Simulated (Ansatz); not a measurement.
Ionic part of the dielectric constant of HfS2 at 2 GPa, mode by mode

Computed with Ansatz, DFT PBEsol, scalar-relativistic, plane waves, PAW. Cutoff 420 eV, 12×12×6 k-points (Γ-centred), fixed occupations. No spin polarisation. Phonons by linear response, acoustic sum rule imposed.

It takes space group P-3m1 (No. 164, trigonal). The conventional cell has a = 3.559 Å, b = 3.559 Å, c = 5.639 Å, α = 90.00°, β = 90.00°, γ = 120.00°. Hf (site symmetry -3m) has 6 S at 2.52 Å as nearest neighbours. S (site symmetry 3m) is surrounded by 3 Hf at 2.52 Å.

The crystal is built of layers and no dispersion correction was added, so the binding between them is poorly described, and with it their spacing and whatever depends on it. Spin–orbit coupling is left out, which matters for heavy elements.

The primitive cell has V = 61.84 Å³ and ε∞,yy = 11.945. Each polar mode adds Δε = (4.92064×10⁷/V)·S/ν² along y, with S its oscillator strength in e²/amu, ν in cm⁻¹ and V in Å³.

**Question.** From these modes, find each Δε and ε0,yy.
| ν (cm⁻¹) | S_yy (e²/amu) |
| --- | --- |
| 157.5 | 0.9758 |

**Answer.**
```
ν (cm⁻¹)     Δε
   157.5  31.30
```

The sum is 31.300, so ε0,yy = 43.24; the run's tensor has 43.24.

**Question.** Where do the longitudinal modes lie for a wave vector along y?

**Answer.** At 300 cm⁻¹. The Lyddane–Sachs–Teller product Π(ν_LO/ν_TO)² = 3.62 matches ε0/ε∞ = 3.62.

Cost: 1 run of about 6 core-minutes, on Intel Xeon Platinum 8259CL (Skylake/Cascade Lake) (shared hosts).

The in-plane static response of HfS2 is dominated by the lattice: a single polar mode at 157.5 cm⁻¹ contributes 31.30, against an electronic part of 11.945. In this mode the Hf and S sublattices move against each other within the layer. Its weight comes from a fairly low frequency combined with a large oscillator strength, which for these masses implies a dynamical charge on Hf well above its formal ionic charge. Such an anomalous charge is typical of a d⁰ cation whose empty d states mix with filled chalcogen p states, so that bond distortion drives electronic charge between the sublattices. It signals dynamic covalency rather than extreme static ionicity.

The same coupling lifts the longitudinal mode to 300 cm⁻¹, although electronic screening limits the splitting. The semilocal functional probably underestimates the gap and so overestimates that screening, which would pull the longitudinal frequency down. The large in-plane value can't be carried over to the layer normal, where a different polar mode and weaker electronic screening govern the response.
